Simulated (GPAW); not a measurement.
# CdSe (Cadmoselite) (P6_3mc) in GPAW: settings compared

One crystal, CdSe (Cadmoselite), is run at these levels: LDA, PBE; tasks: single point.

Everything below comes from runs of GPAW 26.7.0. Logs are shortened: lines on timing, memory, paths and dates and some standing lists are left out, and cuts for length are marked. The log counts tension as positive stress, the text compression.

**What was measured.**

A printed reference work, data compilation reports, for a bulk crystal of CdSe at 2 K: band gap 1.841 eV.

The results are compared with them further down.

### Step 1. Starting point

The structure is hexagonal, space group P6_3mc (No. 186). Conventional cell: a = 4.300 Å, b = 4.300 Å, c = 7.020 Å, α = 90.00°, β = 90.00°, γ = 120.00°. Around Cd (site symmetry 3m) lie 4 Se at 2.61 to 2.70 Å. Se (site symmetry 3m) is surrounded by 4 Cd at 2.61 to 2.70 Å.

### Step 2. Single point, LDA (cell strained at random at fixed volume)

run.py reads:

```python
from ase.dft.bandgap import bandgap
from ase.io import read, write
from ase.units import GPa
from gpaw import GPAW, PW

atoms = read('POSCAR')

calc = GPAW(mode=PW(450),
            xc='LDA',
            kpts={'size': (6, 6, 3), 'gamma': True},
            occupations={'name': 'fermi-dirac', 'width': 0.01},
            nbands=31,
            convergence={'density': 1e-05, 'energy': 1e-05},
            maxiter=150,
            txt='gpaw.txt')
atoms.calc = calc
energy = atoms.get_potential_energy()
forces = atoms.get_forces()
stress = atoms.get_stress()
calc.write('gs.gpw')
write('result.traj', atoms)
print(f'Energy: {energy:.6f} eV')
print('Forces (eV/A):')
print(forces.round(4))
print('Stress (GPa):', (stress / GPa).round(3))
print('Fermi level:', round(calc.get_fermi_level(), 4), 'eV')
print(f'Gap: {bandgap(calc)[0]:.4f} eV, direct: {bandgap(calc, direct=True)[0]:.4f} eV')
```

POSCAR reads:

```
CdSe
1.0
    4.3066940000     -0.0029080000      0.0039930000
   -2.1558650000      3.7585670000      0.0261170000
    0.0065180000      0.0529970000      6.9475510000
Cd Se
2 2
Direct
    0.6666666667      0.3333333333      0.5000000000
    0.3333333333      0.6666666667      0.0000000000
    0.6666666667      0.3333333333      0.8850000000
    0.3333333333      0.6666666667      0.3850000000
```

Potentials or basis: the program's PAW data sets (release 1.2.1) made for this functional, pw.

Command:

```bash
$ OMP_NUM_THREADS=1 python run.py
```

gpaw.txt:

```text
__  _  _
 | _ |_)|_||  |
 |__||  | ||/\| - 26.7.0

Input parameters:
  mode=PW(ecut=450.00000000000006),
  convergence={'density': 1e-05, 'energy': 1e-05},
  kpts=MonkhorstPack(size=(6, 6, 3), gamma=True),
  maxiter=150,
  nbands=31,
  occupations=Occupations(name='fermi-dirac', width=0.01),
  xc=XC(name='LDA')

Diagonalizing LCAO Hamiltonian
Converting LCAO to pw mode

            Se

            Cd
        Se

        Cd

Atoms  # Å, Bohr magnetons
|   | symbol |         x |        y |        z |    initial magnetic moments |
|---|--------|-----------|----------|----------|-----------------------------|
| 0 |     Cd |  2.155767 | 1.277415 | 3.485143 | ( 0.0000,  0.0000,  0.0000) |
| 1 |     Cd | -0.001679 | 2.504742 | 0.018742 | ( 0.0000,  0.0000,  0.0000) |
| 2 |     Se |  2.158276 | 1.297819 | 6.159950 | ( 0.0000,  0.0000,  0.0000) |
| 3 |     Se |  0.000831 | 2.525146 | 2.693549 | ( 0.0000,  0.0000,  0.0000) |

Unit cell  # Å
| periodic |         x |         y |        z |  lengths |     angles |
|----------|-----------|-----------|----------|----------|------------|
|      yes |  4.306694 | -0.002908 | 0.003993 | 4.306697 |  89.302288 |
|      yes | -2.155865 |  3.758567 | 0.026117 | 4.333043 |  89.893423 |
|      yes |  0.006518 |  0.052997 | 6.947551 | 6.947756 | 119.875726 |

Number of symmetries: 1
Symmetry operations  # r_c * U_cc + t_c -> r_c
|   | kind |            matrix            |
|---|------|------------------------------|
| 0 |  E   |  1, 0, 0,  0, 1, 0,  0, 0, 1 |

BZ-sampling:
  Number of BZ points: 108
  Number of IBZ points: 56

  Monkhorst-Pack size: [6, 6, 3]
  Monkhorst-Pack shift: [0.08333333333333333, 0.08333333333333333, 0.0]

K-points  # in reciprocal-cell coordinates
|     |                                coordinates |     weight |
|-----|--------------------------------------------|------------|
|   0 | (  0.00000000,   0.00000000,   0.00000000) | 0.00925926 |
|   1 | (  0.00000000,   0.00000000,   0.33333333) | 0.01851852 |
|   2 | (  0.00000000,   0.16666667,  -0.33333333) | 0.01851852 |
|   3 | (  0.00000000,   0.16666667,   0.00000000) | 0.01851852 |
|   4 | (  0.00000000,   0.16666667,   0.33333333) | 0.01851852 |
|   5 | (  0.00000000,   0.33333333,  -0.33333333) | 0.01851852 |
|   6 | (  0.00000000,   0.33333333,   0.00000000) | 0.01851852 |
|   7 | (  0.00000000,   0.33333333,   0.33333333) | 0.01851852 |
|   8 | (  0.00000000,   0.50000000,   0.00000000) | 0.00925926 |
|   9 | (  0.00000000,   0.50000000,   0.33333333) | 0.01851852 |
| ... |                                            |            |
|  55 | (  0.50000000,   0.50000000,   0.33333333) | 0.01851852 |

Plane wave coefficients: 2460
Cutoff: 450.00000000000006 eV

Spin-components: 1 (collinear spins)
Bands:           31
Projectors:      22
Spin-degeneracy: 2
Datatype:        complex128

Density:
  Valence electrons: 36.0
  Components: 1
  Grid points: [24 24 35]
  Charge: 0.0  # |e|

Potential:
  Grid points: [24 24 35]

species:
  Cd:
    name:    Cadmium
    Z:       48.0
    valence: 12
    core:    36
    charge:  0.0  # [|e|]
    compensation charges:
      type: gauss
      rc: 0.38  # [Å]
      lmax: 2
    cutoffs:
      filter: 2.12  # [Å]
      core: 2.62  # [Å]
    projectors
    | kind |    occ | energy [eV] | rcut [Å] |
    |------|--------|-------------|----------|
    |   5s |  2.000 |      -5.950 |    1.191 |
    |   5p |  0.000 |      -1.328 |    1.228 |
    |   4d | 10.000 |     -11.904 |    1.164 |
    |    s |        |      21.261 |    1.191 |
    |    p |        |      25.883 |    1.228 |
    |    d |        |      15.307 |    1.164 |

    Using partial waves for Cd as LCAO basis

  Se:
    name:    Selenium
    Z:       34.0
    valence: 6
    core:    28
    charge:  0.0  # [|e|]
    compensation charges:
      type: gauss
      rc: 0.27  # [Å]
      lmax: 2
    cutoffs:
      filter: 1.77  # [Å]
      core: 2.67  # [Å]
    projectors
    | kind |    occ | energy [eV] | rcut [Å] |
    |------|--------|-------------|----------|
    |   4s |  2.000 |     -17.472 |    0.847 |
    |   4p |  4.000 |      -6.656 |    1.005 |
    |    s |        |       9.739 |    0.847 |
    |    p |        |      20.555 |    1.005 |
    |    d |        |       0.000 |    0.847 |

    Using partial waves for Se as LCAO basis

Reference energy: -436106.280585  # eV

eigensolver:
  PPCG
  Converge bands: occupied
  niter=2

density mixing:
  MSR1-Mixer
  Pratt-step length: 0.05
  Maximum mixing coefficient: 0.75
  Old densities: 10
  SVD Regularization: 0.005
  Good broyden scale: 1.0
  Trust region scale: 1.0
  Backstep threshold: 4.0
  History deletion threshold: 6.0
  Fourier metric: weight=20.0, sigma=0.015

occupation numbers:
  Fermi-Dirac:
    width: 0.0100  # eV

poisson solver:
  ecut: 3600.0000000000005  # eV

xc functional:
  name: None

convergence criteria:
- Maximum integral of absolute [dens]ity change: 1e-05 electrons / valence electron
- Maximum [total energy] change in last 3 cyles: 1e-05 eV / valence electron
- Maximum integral of absolute [eigenst]ate change: 4e-08 eV^2 / valence electron
maximum number of iterations: 150

SCF iterations
|iter     | |      energy | eigst |  dens |
|---------|-|-------------|-------|-------|
|iter:   1| |  -14.517686 | -0.61 |       |
|iter:   2| |  -14.370693 | -2.54 | -1.20 |
|iter:   3| |  -13.829835 | -1.56 | -1.25 |
|iter:   4| |  -13.819068 | -3.48 | -1.80 |
|iter:   5| |  -13.816793 | -3.81 | -2.28 |
|iter:   6| |  -13.816777 | -5.31 | -3.01 |
|iter:   7| |  -13.816778c| -6.61 | -3.61 |
|iter:   8| |  -13.816778c| -7.40c| -4.60 |
|iter:   9| |  -13.816778c| -7.67c| -4.83 |
|iter:  10| |  -13.816778c| -8.16c| -5.37c|

Converged in 10 steps
Energy contributions relative to reference atoms: (reference = -436106.280585)

Energy contributions:
  Kinetic:          31.573114
  Coulomb:         -28.676603
  Zero:              0.109527
  External:          0.000000
  Xc:              -16.822816
  Entropy:          -0.000000
  Spinorbit:         0.000000
  ----------------------------
  Free energy:     -13.816778
  Extrapolated:    -13.816778

dipole moment: (-0.016618, -0.135679, -18.143793)  # |e|*Ang

Fermi level: 3.534
Eigenvalues  # (at kpt = [0.000, 0.000, 0.000])
| band index |      eig [eV] | occ [0-2] |
|------------|---------------|-----------|
|          0 |        -9.354 |     2.000 |
|        ... |               |           |
|         10 |        -4.140 |     2.000 |
|         11 |        -3.852 |     2.000 |
|         12 |        -1.029 |     2.000 |
|         13 |         2.519 |     2.000 |
|         14 |         2.540 |     2.000 |
|         15 |         3.281 |     2.000 |
|         16 |         3.315 |     2.000 |
|         17 |         3.346 |     2.000 |
|         18 |         3.730 |     0.000 |
|         19 |         5.136 |     0.000 |
|         20 |         8.947 |     0.000 |
|         21 |         9.007 |     0.000 |
|         22 |         9.440 |     0.000 |
|         23 |        10.114 |     0.000 |
|         24 |        10.190 |     0.000 |
|         25 |        10.879 |     0.000 |
|        ... |               |           |
|         30 |        14.017 |     0.000 |

Gap: 0.384 eV
Transition (v -> c):
  (s=0, k=0, n=17, [0.00, 0.00, 0.00]) -> (s=0, k=0, n=18, [0.00, 0.00, 0.00])
No difference between direct/indirect transitions

Forces  # eV/Ang
|        x |        y |        z |
|----------|----------|----------|
| -0.01380 | -0.08289 |  0.17412 |  # Cd   0
|  0.00059 | -0.01426 |  0.17249 |  # Cd   1
| -0.00231 |  0.00554 | -0.17207 |  # Se   2
|  0.01553 |  0.09166 | -0.17447 |  # Se   3

Stress tensor  # eV/Ang^3
|         x |         y |        z |
|-----------|-----------|----------|
|  0.015726 | -0.000305 | 0.000249 |
| -0.000305 |  0.018989 | 0.002000 |
|  0.000249 |  0.002000 | 0.019406 |

# Writing to gs.gpw (mode='')
```

Wall time 90 s (1 thread of Arm Neoverse V1, shared host); peak memory 0.25 GiB.

Results:

| Item | Value |
| --- | --- |
| Free energy | -13.8168 eV |
| Pressure | -2.9 GPa |
| Largest force | 0.198 eV/Å |
| Band gap on the k mesh | 0.38 eV, direct |

Forces in eV/Å, atoms in the order of the input:
```
Cd  -0.014 -0.083  0.174
Cd   0.001 -0.014  0.172
Se  -0.002  0.006 -0.172
Se   0.016  0.092 -0.174
```

Levels at points of the mesh, in eV from the valence-band top:
| k point | band 16 | band 17 | band 18 | band 19 | band 20 | band 21 |
| --- | --- | --- | --- | --- | --- | --- |
| (0.00, 0.00, 0.00) | -0.07 | -0.03 | 0.00 | 0.38 | 1.79 | 5.60 |
| (0.00, 0.50, 0.00) | -1.94 | -1.31 | -0.84 | 3.05 | 3.07 | 4.66 |
| (0.50, 0.00, 0.00) | -1.99 | -1.32 | -0.89 | 3.01 | 3.01 | 4.67 |
| (0.50, 0.50, 0.00) | -1.98 | -1.31 | -0.88 | 3.01 | 3.02 | 4.67 |

Caveat: the cutoff is short for stress and forces, so pressures can be off by a GPa or more.

### Step 3. Single point, PBE

run.py: that of step 2 with these lines changed.

```diff
@@ -8,3 +8,3 @@
 calc = GPAW(mode=PW(450),
-            xc='LDA',
+            xc='PBE',
             kpts={'size': (6, 6, 3), 'gamma': True},
```

POSCAR reads:

```
CdSe
1.0
    4.3000000000      0.0000000000      0.0000000000
   -2.1500000000      3.7239092363      0.0000000000
    0.0000000000      0.0000000000      7.0200000000
Cd Se
2 2
Direct
    0.6666666667      0.3333333333      0.5000000000
    0.3333333333      0.6666666667      0.0000000000
    0.6666666667      0.3333333333      0.8850000000
    0.3333333333      0.6666666667      0.3850000000
```

Potentials or basis: GPAW PAW data sets (gpaw-data 1.2.1), pw.

Command:

```bash
$ OMP_NUM_THREADS=1 python run.py
```

gpaw.txt:

```text
__  _  _
 | _ |_)|_||  |
 |__||  | ||/\| - 26.7.0

Input parameters:
  mode=PW(ecut=450.00000000000006),
  convergence={'density': 1e-05, 'energy': 1e-05},
  kpts=MonkhorstPack(size=(6, 6, 3), gamma=True),
  maxiter=150,
  nbands=31,
  occupations=Occupations(name='fermi-dirac', width=0.01),
  xc=XC(name='PBE')

Diagonalizing LCAO Hamiltonian
Converting LCAO to pw mode

            Se

        Se  Cd

        Cd

Atoms  # Å, Bohr magnetons
|   | symbol |         x |        y |        z |    initial magnetic moments |
|---|--------|-----------|----------|----------|-----------------------------|
| 0 |     Cd |  2.150000 | 1.241303 | 3.510000 | ( 0.0000,  0.0000,  0.0000) |
| 1 |     Cd | -0.000000 | 2.482606 | 0.000000 | ( 0.0000,  0.0000,  0.0000) |
| 2 |     Se |  2.150000 | 1.241303 | 6.212700 | ( 0.0000,  0.0000,  0.0000) |
| 3 |     Se | -0.000000 | 2.482606 | 2.702700 | ( 0.0000,  0.0000,  0.0000) |

Unit cell  # Å
| periodic |         x |        y |        z |  lengths |     angles |
|----------|-----------|----------|----------|----------|------------|
|      yes |  4.300000 | 0.000000 | 0.000000 | 4.300000 |  90.000000 |
|      yes | -2.150000 | 3.723909 | 0.000000 | 4.300000 |  90.000000 |
|      yes |  0.000000 | 0.000000 | 7.020000 | 7.020000 | 120.000000 |

Number of symmetries: 6
Symmetry operations  # r_c * U_cc + t_c -> r_c
|   | kind |            matrix            |
|---|------|------------------------------|
| 0 |  σ   |  1, 1, 0,  0,-1, 0,  0, 0, 1 |
| 1 |  E   |  1, 0, 0,  0, 1, 0,  0, 0, 1 |
| 2 |  C3  |  0, 1, 0, -1,-1, 0,  0, 0, 1 |
| 3 |  σ   |  0,-1, 0, -1, 0, 0,  0, 0, 1 |
| 4 |  σ   | -1, 0, 0,  1, 1, 0,  0, 0, 1 |
| 5 |  C3  | -1,-1, 0,  1, 0, 0,  0, 0, 1 |

BZ-sampling:
  Number of BZ points: 108
  Number of IBZ points: 17

  Monkhorst-Pack size: [6, 6, 3]
  Monkhorst-Pack shift: [0.08333333333333333, 0.08333333333333333, 0.0]

K-points  # in reciprocal-cell coordinates
|     |                                coordinates |     weight |
|-----|--------------------------------------------|------------|
|   0 | (  0.00000000,   0.00000000,   0.00000000) | 0.00925926 |
|   1 | (  0.00000000,   0.00000000,   0.33333333) | 0.01851852 |
|   2 | (  0.16666667,   0.00000000,  -0.33333333) | 0.05555556 |
|   3 | (  0.16666667,   0.00000000,   0.00000000) | 0.05555556 |
|   4 | (  0.16666667,   0.00000000,   0.33333333) | 0.05555556 |
|   5 | (  0.33333333,  -0.16666667,   0.00000000) | 0.05555556 |
|   6 | (  0.33333333,  -0.16666667,   0.33333333) | 0.11111111 |
|   7 | (  0.33333333,   0.00000000,  -0.33333333) | 0.05555556 |
|   8 | (  0.33333333,   0.00000000,   0.00000000) | 0.05555556 |
|   9 | (  0.33333333,   0.00000000,   0.33333333) | 0.05555556 |
| ... |                                            |            |
|  16 | (  0.50000000,   0.50000000,   0.33333333) | 0.05555556 |

Plane wave coefficients: 2448
Cutoff: 450.00000000000006 eV

Spin-components: 1 (collinear spins)
Bands:           31
Projectors:      22
Spin-degeneracy: 2
Datatype:        complex128

Density:
  Valence electrons: 36.0
  Components: 1
  Grid points: [24 24 35]
  Charge: 0.0  # |e|

Potential:
  Grid points: [24 24 35]

species:
  Cd:
    name:    Cadmium
    Z:       48.0
    valence: 12
    core:    36
    charge:  0.0  # [|e|]
    compensation charges:
      type: gauss
      rc: 0.38  # [Å]
      lmax: 2
    cutoffs:
      filter: 2.12  # [Å]
      core: 2.62  # [Å]
    projectors
    | kind |    occ | energy [eV] | rcut [Å] |
    |------|--------|-------------|----------|
    |   5s |  2.000 |      -5.655 |    1.191 |
    |   5p |  0.000 |      -1.186 |    1.228 |
    |   4d | 10.000 |     -11.739 |    1.164 |
    |    s |        |      21.556 |    1.191 |
    |    p |        |      26.026 |    1.228 |
    |    d |        |      15.473 |    1.164 |

    Using partial waves for Cd as LCAO basis

  Se:
    name:    Selenium
    Z:       34.0
    valence: 6
    core:    28
    charge:  0.0  # [|e|]
    compensation charges:
      type: gauss
      rc: 0.27  # [Å]
      lmax: 2
    cutoffs:
      filter: 1.77  # [Å]
      core: 2.67  # [Å]
    projectors
    | kind |    occ | energy [eV] | rcut [Å] |
    |------|--------|-------------|----------|
    |   4s |  2.000 |     -17.277 |    0.847 |
    |   4p |  4.000 |      -6.512 |    1.005 |
    |    s |        |       9.935 |    0.847 |
    |    p |        |      20.699 |    1.005 |
    |    d |        |       0.000 |    0.847 |

    Using partial waves for Se as LCAO basis

Reference energy: -436553.300934  # eV

eigensolver:
  PPCG
  Converge bands: occupied
  niter=2

density mixing:
  MSR1-Mixer
  Pratt-step length: 0.05
  Maximum mixing coefficient: 0.75
  Old densities: 10
  SVD Regularization: 0.005
  Good broyden scale: 1.0
  Trust region scale: 1.0
  Backstep threshold: 4.0
  History deletion threshold: 6.0
  Fourier metric: weight=20.0, sigma=0.015

occupation numbers:
  Fermi-Dirac:
    width: 0.0100  # eV

poisson solver:
  ecut: 3600.0000000000005  # eV

xc functional:
  name: PBE with 2 nearest neighbor stencil

convergence criteria:
- Maximum integral of absolute [dens]ity change: 1e-05 electrons / valence electron
- Maximum [total energy] change in last 3 cyles: 1e-05 eV / valence electron
- Maximum integral of absolute [eigenst]ate change: 4e-08 eV^2 / valence electron
maximum number of iterations: 150

SCF iterations
|iter     | |      energy | eigst |  dens |
|---------|-|-------------|-------|-------|
|iter:   1| |  -11.942041 | -0.68 |       |
|iter:   2| |  -11.789071 | -2.54 | -1.17 |
|iter:   3| |  -11.237050 | -1.52 | -1.22 |
|iter:   4| |  -11.234647 | -3.36 | -1.80 |
|iter:   5| |  -11.234001 | -3.79 | -2.25 |
|iter:   6| |  -11.234065 | -5.19 | -2.95 |
|iter:   7| |  -11.234072c| -6.52 | -3.53 |
|iter:   8| |  -11.234072c| -7.63c| -4.52 |
|iter:   9| |  -11.234072c| -7.80c| -4.83 |
|iter:  10| |  -11.234072c| -8.12c| -5.19c|

Converged in 10 steps
Energy contributions relative to reference atoms: (reference = -436553.300934)

Energy contributions:
  Kinetic:          41.420210
  Coulomb:         -37.245306
  Zero:              0.117375
  External:          0.000000
  Xc:              -15.526351
  Entropy:          -0.000000
  Spinorbit:         0.000000
  ----------------------------
  Free energy:     -11.234072
  Extrapolated:    -11.234072

dipole moment: (0.000015, 0.000004, -18.303298)  # |e|*Ang

Fermi level: 3.825
Eigenvalues  # (at kpt = [0.000, 0.000, 0.000])
| band index |      eig [eV] | occ [0-2] |
|------------|---------------|-----------|
|          0 |        -8.963 |     2.000 |
|        ... |               |           |
|         10 |        -3.833 |     2.000 |
|         11 |        -3.551 |     2.000 |
|         12 |        -0.618 |     2.000 |
|         13 |         2.908 |     2.000 |
|         14 |         2.908 |     2.000 |
|         15 |         3.619 |     2.000 |
|         16 |         3.632 |     2.000 |
|         17 |         3.632 |     2.000 |
|         18 |         4.327 |     0.000 |
|         19 |         5.742 |     0.000 |
|         20 |         9.490 |     0.000 |
|         21 |         9.490 |     0.000 |
|         22 |         9.742 |     0.000 |
|         23 |        10.606 |     0.000 |
|         24 |        10.606 |     0.000 |
|         25 |        11.333 |     0.000 |
|        ... |               |           |
|         30 |        14.642 |     0.000 |

Gap: 0.695 eV
Transition (v -> c):
  (s=0, k=0, n=17, [0.00, 0.00, 0.00]) -> (s=0, k=0, n=18, [0.00, 0.00, 0.00])
No difference between direct/indirect transitions

Forces  # eV/Ang
|        x |       y |        z |
|----------|---------|----------|
| -0.00000 | 0.00000 |  0.28130 |  # Cd   0
|  0.00000 | 0.00000 |  0.28152 |  # Cd   1
|  0.00000 | 0.00000 | -0.28151 |  # Se   2
|  0.00000 | 0.00000 | -0.28121 |  # Se   3

Stress tensor  # eV/Ang^3
|         x |         y |         z |
|-----------|-----------|-----------|
| -0.016876 |  0.000000 |  0.000000 |
| -0.000000 | -0.016876 |  0.000000 |
|  0.000000 |  0.000000 | -0.004416 |

# Writing to gs.gpw (mode='')
```

Wall time 24 s (1 thread of Arm Neoverse V2, shared host); peak memory 0.18 GiB.

Results:

| Quantity | Value |
| --- | --- |
| Free energy | -11.2341 eV |
| Pressure | 2.0 GPa |
| Largest force | 0.282 eV/Å |
| Band gap on the k mesh | 0.70 eV, direct |

Forces on the atoms (eV/Å):
```
Cd   0.000  0.000  0.281
Cd   0.000  0.000  0.282
Se   0.000  0.000 -0.282
Se   0.000  0.000 -0.281
```

Caveat: the cutoff is short for stress and forces, so pressures can be off by a GPa or more.

[end of part 1 of 2]
